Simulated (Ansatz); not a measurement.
Molecular dynamics on a 2×2×2 supercell (16 atoms) of CdSe (rocksalt), relaxed with r2SCAN. Forces come from r2SCAN in the PAW code Ansatz: Langevin thermostat and barostat (NPT), 600 K, steps of 3 fs. Spin polarisation is off, nuclei are classical, and the run is far too short for thermal averages. The structure comes from a prototype and may be hypothetical.

```yaml
crystal:
  lattice:
    - [0.0, 5.6858917471, 5.6858917471]
    - [5.6858917471, 0.0, 5.6858917471]
    - [5.6858917471, 5.6858917471, 0.0]
  atoms:
    - { symbol: Cd, position: [0.0, 0.0, 0.0] }
    - { symbol: Se, position: [0.25, 0.25, 0.25] }
    - { symbol: Cd, position: [0.0, 0.0, 0.5] }
    - { symbol: Se, position: [0.25, 0.25, 0.75] }
    - { symbol: Cd, position: [0.0, 0.5, 0.0] }
    - { symbol: Se, position: [0.25, 0.75, 0.25] }
    - { symbol: Cd, position: [0.0, 0.5, 0.5] }
    - { symbol: Se, position: [0.25, 0.75, 0.75] }
    - { symbol: Cd, position: [0.5, 0.0, 0.0] }
    - { symbol: Se, position: [0.75, 0.25, 0.25] }
    - { symbol: Cd, position: [0.5, 0.0, 0.5] }
    - { symbol: Se, position: [0.75, 0.25, 0.75] }
    - { symbol: Cd, position: [0.5, 0.5, 0.0] }
    - { symbol: Se, position: [0.75, 0.75, 0.25] }
    - { symbol: Cd, position: [0.5, 0.5, 0.5] }
    - { symbol: Se, position: [0.75, 0.75, 0.75] }
kpoints:
  mp_grid: { grid: [2, 2, 2] }
hamiltonian:
  xc: r2scan
scf:
  occupations: { method: fermi_dirac, width: 0.052 }
md:
  ensemble: npt_langevin
  temperature: 600
  timestep: 3.0
  n_steps: 20
  initial_velocities: maxwell_boltzmann
  seed: 587
```

Command: `ansatz run input.yaml --threads 4 --pin off --max-ram 3686MiB --backend cpu --events-out ev --progress --plain --runs-dir out`. It ended after 7.6 min on 4 threads of Arm Neoverse N1, on a shared host, load about 0.8 per core; peak host memory 2.9 GiB.

```csv
step,t (fs),T (K),free energy F from step 0 (meV/atom),kinetic energy (meV/atom),pressure (GPa),volume (Å³/atom),largest force (eV/Å)
0,0,562,0.0,72.7,0.74,22.98,0.00
1,3,539,0.2,69.6,0.73,22.98,0.11
2,6,567,0.8,73.2,0.78,22.97,0.21
3,9,525,1.8,67.8,0.80,22.98,0.30
4,12,537,3.0,69.4,0.86,22.98,0.38
5,15,535,4.6,69.1,0.94,22.97,0.45
6,18,505,6.4,65.3,1.02,22.97,0.54
7,21,520,8.5,67.3,1.14,22.96,0.64
8,24,504,10.6,65.1,1.25,22.96,0.74
9,27,559,12.8,72.2,1.39,22.96,0.85
10,30,606,15.4,78.3,1.52,22.97,0.98
11,33,572,18.3,73.9,1.57,22.99,1.11
12,36,553,21.4,71.5,1.61,23.02,1.26
```

The temperature starts at 562 K, is lowest at step 8 (504 K, 24 fs) and ends at 553 K. The job's limit cut the run after 12 of 20 steps.

Positions (Å) and forces (eV/Å) at step 12:
```
cell (Å): 0.000 5.689 5.689; 5.689 0.000 5.689; 5.689 5.689 0.000
Cd   0.041   0.052   0.087    -0.179  -0.481  -0.424
Se   2.905   2.918   2.799     0.171  -0.144   0.131
Cd   2.782   2.732  -0.029     0.669   0.339   0.153
Se   5.672   5.548   2.876    -0.276   0.916   0.263
Cd   2.844   0.062   2.828     0.235   0.140  -0.004
Se   5.837   2.715   5.779    -0.742   0.304   0.425
Cd   5.799   2.985   3.022    -0.418  -1.135  -0.339
Se   8.523   5.752   5.629    -0.005   0.349   0.156
Cd  -0.016   2.789   2.876     0.133   0.364  -0.020
Se   2.815   5.699   5.743     0.363  -0.741  -0.203
Cd   2.885   5.689   2.747    -0.377   0.103   0.141
Se   5.663   8.576   5.579    -0.088   0.162   0.001
Cd   2.824   2.822   5.640    -0.051   0.130   0.045
Se   5.650   5.666   8.508     0.479   0.358  -0.284
Cd   5.707   5.792   5.689    -0.060  -0.062   0.348
Se   8.496   8.683   8.617     0.147  -0.602  -0.389
```
